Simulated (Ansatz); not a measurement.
Runs of Ansatz 0.2.0 on In. The structure is cubic, space group Im-3m (No. 229). Conventional cell: a = 3.765 Å, b = 3.765 Å, c = 3.765 Å, α = 90.00°, β = 90.00°, γ = 90.00°. Around In (site symmetry m-3m) lie 8 In at 3.26 Å. This isn't the form of In at room conditions, which is tetragonal.

```tsv
task	level	smearing	gap on the mesh (eV)	pressure (GPa)
single point	RPBE	gaussian 0.1 eV	none	(a)
single point	PBE	gaussian 0.02 eV	none	1.5
single point	PBE	gaussian 0.1 eV	none	1.5
density of states	PBEsol+D3(BJ)	methfessel-paxton 0.1 eV	none	-3.5
```

Alike in all rows: potentials or basis Ansatz PAW; no spin polarisation; cell as given; k mesh 10 × 10 × 10; cutoff (eV) 420.

**Question.** Fill in the values left out.

**Answer.** (a) 3.1.

Caveats: the PAW data sets come from PBE, with cores solved anew for the run's functional, which leaves a small shift of forces and pressure (some runs); pairwise dispersion overbinds metals, which lowers pressure and volume (some runs).

A k mesh can miss the band edges, and the runs leave out spin-orbit coupling on In.

A gap of «none» marks a metal or a gap under the smearing width.
